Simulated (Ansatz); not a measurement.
A plane-wave DFT run in Ansatz 0.2.0 (scalar-relativistic PAW potentials unless the input names others): input and command.

```yaml
crystal:
  lattice:
    - [5.420763907, 0.0, 0.0]
    - [0.0, -5.420763907, 0.0]
    - [0.0, 0.0, -5.420763907]
  atoms:
    - { symbol: Ca, position: [0.0, 0.0, 0.0] }
    - { symbol: Ca, position: [0.5, 0.5, 0.0] }
    - { symbol: Ca, position: [0.5, 0.0, 0.5] }
    - { symbol: Ca, position: [0.0, 0.5, 0.5] }
    - { symbol: F, position: [0.25, 0.25, 0.25] }
    - { symbol: F, position: [0.75, 0.75, 0.25] }
    - { symbol: F, position: [0.75, 0.25, 0.75] }
    - { symbol: F, position: [0.25, 0.75, 0.75] }
    - { symbol: F, position: [0.75, 0.75, 0.75] }
    - { symbol: F, position: [0.25, 0.25, 0.75] }
    - { symbol: F, position: [0.25, 0.75, 0.25] }
    - { symbol: F, position: [0.75, 0.25, 0.25] }
basis:
  ecutwfc: 420
  ecutrho_ratio: 2
kpoints:
  mp_grid: { grid: [4, 4, 4] }
hamiltonian:
  xc: pbesol
scf:
  occupations: { method: gaussian, width: 0.05 }
  max_iter: 50
output:
  forces: true
  eigenvalues: true
  stress: true
```

```bash
ansatz run input.yaml --threads 1 --pin off --max-ram 2560MiB --backend cpu --events-out ev --progress --plain --runs-dir out
```

Abridged log:
```
Pseudopotentials: kind: paw
Pseudopotential: Ca, paw, valence charge 10, recommended cutoff 420 eV (normal)
Pseudopotential: F, paw, valence charge 7, recommended cutoff 420 eV (normal)
Functional definition: PBEsol
Crystal: 12 atoms, lattice volume = 159.287 Å³
Basis set: ecut = 420 eV, 3119 PW (Γ), exchange–correlation on 64×64×64 points (8 copies of the dense FFT grid, shifted against one another)
Bands: 60, of which v1, the nominal top of the filled ones, is band 48 counted from 1 (47 counted from 0)
Symmetry: 192 space group operations
Space group: Fm-3m (ITA 225), of the structure as read, at distance tolerance 5.4e-5 Å
k-points: 10 of 64
Initial density: superposition of atomic densities (neutral atoms: chi_scale 0, normalization atom), corrected by the library's trained network
Initial wavefunctions: pseudopotential atomic-orbital guess
Functional: x = pbesol(κ = 0.804, μ = 0.12345679), c = pbesol(β = 0.046)
SCF iter   1: F=—  HF=-13603.645531 eV  |F-HF|=—  |Δ(HF+E_count)|=         —  Δρ=1.41e-2  dr2=1.98e-1  ethr=1.77e-3  ⟨swp⟩=9.5  Hψ=2934  notcnv=0  defer=1
SCF iter   2: F=—  HF=-13603.589192 eV  |F-HF|=—  |Δ(HF+E_count)|=   5.63e-2  Δρ=2.73e-3  dr2=4.90e-3  ethr=2.07e-4  ⟨swp⟩=2.2  Hψ=1155  notcnv=0  defer=67
SCF iter   3: F=—  HF=-13603.588307 eV  |F-HF|=—  |Δ(HF+E_count)|=   8.86e-4  Δρ=1.01e-3  dr2=1.10e-3  ethr=5.11e-6  ⟨swp⟩=2.8  Hψ=996  notcnv=0  defer=29
automatic band count: iteration 3 solves 56 bands in place of 60: the levels show a gap, and the empty bands left out lie too high to hold charge; the band table lists the bands solved (type scf.n_extra_bands for more)
SCF iter   4: F=—  HF=-13603.588420 eV  |F-HF|=—  |Δ(HF+E_count)|=   1.14e-4  Δρ=2.20e-4  dr2=6.43e-5  ethr=1.15e-6  ⟨swp⟩=2.0  Hψ=768  notcnv=0  defer=29
SCF iter   5: F=—  HF=-13603.585438 eV  |F-HF|=—  |Δ(HF+E_count)|=   2.98e-3  Δρ=3.45e-5  dr2=2.64e-6  ethr=6.70e-8  ⟨swp⟩=2.0  Hψ=1008  notcnv=0  defer=29
SCF iter   6: F=—  HF=-13603.585444 eV  |F-HF|=—  |Δ(HF+E_count)|=   5.93e-6  Δρ=1.04e-5  dr2=1.11e-7  ethr=2.75e-9  ⟨swp⟩=2.0  Hψ=968  notcnv=0  defer=29
SCF iter   7: F=-13603.585444 eV  HF=-13603.585444 eV  |F-HF|=1.62e-8  |Δ(HF+E_count)|=   2.38e-7  Δρ=1.90e-6  dr2=4.24e-9  ethr=1.04e-10  ⟨swp⟩=8.5  Hψ=2188  notcnv=0
SCF 1 converged in 7 iterations: F = -13603.585444 eV  dr2 = 4.24e-9
SCF converged after 7 iterations
Free energy (F): -13603.585444 eV
Harris-Foulkes:  -13603.585444 eV  (|F-HF|=1.62e-8)
Internal energy: -13603.585444 eV  (E = F + TS)
E sigma→0 (E₀):  -13603.585444 eV
Fermi energy:    7.067397 eV
--- Forces (eV/Å), atoms counted from 1 ---
  atom   1  Ca     0.00000000     0.00000000     0.00000000
  atom   2  Ca     0.00000000     0.00000000     0.00000000
  atom   3  Ca     0.00000000     0.00000000     0.00000000
  atom   4  Ca     0.00000000     0.00000000     0.00000000
  atom   5  F      0.00000000     0.00000000     0.00000000
  atom   6  F      0.00000000     0.00000000     0.00000000
  atom   7  F      0.00000000     0.00000000     0.00000000
  atom   8  F      0.00000000     0.00000000     0.00000000
  atom   9  F      0.00000000     0.00000000     0.00000000
  atom  10  F      0.00000000     0.00000000     0.00000000
  atom  11  F      0.00000000     0.00000000     0.00000000
  atom  12  F      0.00000000     0.00000000     0.00000000
--- Stress (GPa, compression-positive) ---
        0.601298       0.000000       0.000000
        0.000000       0.601298       0.000000
        0.000000       0.000000       0.601298
  P = ⅓ Tr σ = 0.6013 GPa (6.013 kbar)
```

Question: What is wrong with this input?

Answer: The fault is a density cutoff too low for products of the waves, which reach up to 4 times the waves' cutoff (basis.ecutrho_ratio: not typed → 2, the first being the value of the sound run). Setting it back cures it. The log, from which this was withheld above, says: «Warning: basis.ecutrho_ratio = 2 (ecutrho = 840 eV) is below the records' recommended 1680 eV» «settings of this run that can trade accuracy for cost: basis.ecutrho_ratio < 4. Do not mix this run's numbers with those of runs without the same settings; the input reference describes each key» The run converged all the same, with an energy at zero smearing 3.11 meV/atom below the reference's, pressure 0.60 GPa, largest force 0.000 eV/Å, gap on the mesh 7.27 eV, so convergence alone doesn't show that an input is right. A reference run from the same start on usual settings converged with pressure -0.01 GPa, largest force 0.000 eV/Å, gap on the mesh 7.25 eV.

The run took 1.7 s on 1 thread of AMD EPYC 9R45 96-Core Processor (Zen 5) (shared host), peak memory 0.42 GiB.